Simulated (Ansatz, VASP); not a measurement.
**Two plane-wave programs on AlFe**

The input INCAR:

```
ALGO = Normal
EDIFF = 1E-6
ENCUT = 520
GGA = PS
ISIF = 2
ISMEAR = 0
ISPIN = 2
LASPH = True
LCHARG = False
LMAXMIX = 4
LORBIT = 11
LREAL = False
LWAVE = False
MAGMOM = 0 0.75
NBANDS = 16
NELM = 150
PREC = Accurate
SIGMA = 0.15
```

Contents of KPOINTS:

```
k-points
0
Gamma
  18 18 18
```

Contents of POSCAR:

```
AlFe
1.0
    2.8450118711      0.0000000000      0.0000000000
    0.0000000000      2.8450118711      0.0000000000
    0.0000000000      0.0000000000      2.8450118711
Al Fe
1 1
Direct
    0.0000000000      0.0000000000      0.0000000000
    0.5000000000      0.5000000000      0.5000000000
```

Input for Ansatz:

```yaml
crystal:
  lattice:
    - [2.8450118711, 0.0, 0.0]
    - [0.0, 2.8450118711, 0.0]
    - [0.0, 0.0, 2.8450118711]
  atoms:
    - { symbol: Al, position: [0.0, 0.0, 0.0] }
    - { symbol: Fe, position: [0.5, 0.5, 0.5], spin: 0.75 }
basis:
  ecutwfc: 520.0
kpoints:
  mp_grid: { grid: [18, 18, 18] }
hamiltonian:
  xc: pbesol
scf:
  occupations: { method: gaussian, width: 0.15 }
output:
  forces: true
  stress: true
  eigenvalues: true
  populations: true
magnetization:
  spin_polarized: true
```

Alike in both runs: task single point; functional PBEsol; k mesh 18 × 18 × 18; occupations gaussian, width 0.15 eV; collinear spin.

|  | VASP | Ansatz |
| --- | --- | --- |
| version | VASP 6.6.1 | Ansatz 0.2.0 |
| potentials or method | VASP PAW PBE potentials, release 64 (Al, Fe) | scalar-relativistic, plane waves, PAW |
| plane-wave cutoff (eV) | 520 | 520 |
| valence electrons in the cell | 11 | 19 |

```tsv
	VASP	Ansatz	Ansatz less VASP
gap on the k mesh at the Fermi level (eV)	none	none	-
pressure (GPa)	0.4	0.1	-0.22
net moment per atom (μB)	0.34	0.35	+0.002
size of the moment on the site where the two differ most (μB)	0.72	0.71	-0.005
```

Site moments also hang on the region over which each program counts them. A gap of «none» marks a metal or a gap that the smearing closes. The two sets of potentials don't hold the same shells in valence.

Caveats: the PAW data sets were made with another functional, which shifts forces and pressure a little (VASP).
